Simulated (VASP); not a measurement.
Here is a VASP 6.6.1 calculation.

INCAR

```
SYSTEM = TaSi2
PREC = Accurate
ENCUT = 600
EDIFF = 1E-6
ISMEAR = -1
SIGMA = 0.05
LREAL = .FALSE.
LASPH = .TRUE.
NELM = 60
ALGO = Fast
ISIF = 3
LWAVE = .FALSE.
LCHARG = .FALSE.
GGA = PE
IBRION = 2
NSW = 40
EDIFFG = -0.01
```

The input KPOINTS:

```
regular mesh
0
G
  5 5 3
  0 0 0
```

File POSCAR:

```
TaSi2
1.0
    4.7800000000      0.0000000000      0.0000000000
   -2.3900000000      4.1396014301      0.0000000000
    0.0000000000      0.0000000000      6.5640000000
Ta Si
3 6
Direct
    0.0000000000      0.5000000000      0.1666666667
    0.5000000000      0.5000000000      0.8333333333
    0.5000000000      0.0000000000      0.5000000000
    0.3333000000      0.1666500000      0.1666666667
    0.1666500000      0.8333500000      0.8333333333
    0.8333500000      0.6667000000      0.5000000000
    0.6667000000      0.8333500000      0.1666666667
    0.8333500000      0.1666500000      0.8333333333
    0.1666500000      0.3333000000      0.5000000000
```

Potentials or basis: VASP PAW PBE potentials, release 64 (Ta_pv, Si).

Run with:

```bash
$ cat potpaw_PBE.64/Ta_pv/POTCAR potpaw_PBE.64/Si/POTCAR > POTCAR
$ mpirun -np 1 vasp_std > vasp.out
```

Q: Predict the band gap on the k mesh.

A: None (metal or under the smearing width).

Q: Estimate the space group after relaxing (to 0.05 Å).

A: P6_222 (No. 180).

Final structure:
```yaml
crystal:
  lattice:
    - [4.81557, 0.00000, 0.00000]
    - [-2.40778, 4.17040, 0.00000]
    - [0.00000, 0.00000, 6.57911]
  atoms:
    - { symbol: Ta, position: [0.00000, 0.50000, 0.16667] }
    - { symbol: Ta, position: [0.50000, 0.50000, 0.83333] }
    - { symbol: Ta, position: [0.50000, 0.00000, 0.50000] }
    - { symbol: Si, position: [0.31726, 0.15863, 0.16667] }
    - { symbol: Si, position: [0.15863, 0.84137, 0.83333] }
    - { symbol: Si, position: [0.84137, 0.68274, 0.50000] }
    - { symbol: Si, position: [0.68274, 0.84137, 0.16667] }
    - { symbol: Si, position: [0.84137, 0.15863, 0.83333] }
    - { symbol: Si, position: [0.15863, 0.31726, 0.50000] }
```

Spin-orbit coupling is left out, which matters for the levels of Ta. Zero-point motion and thermal expansion aren't in these numbers.
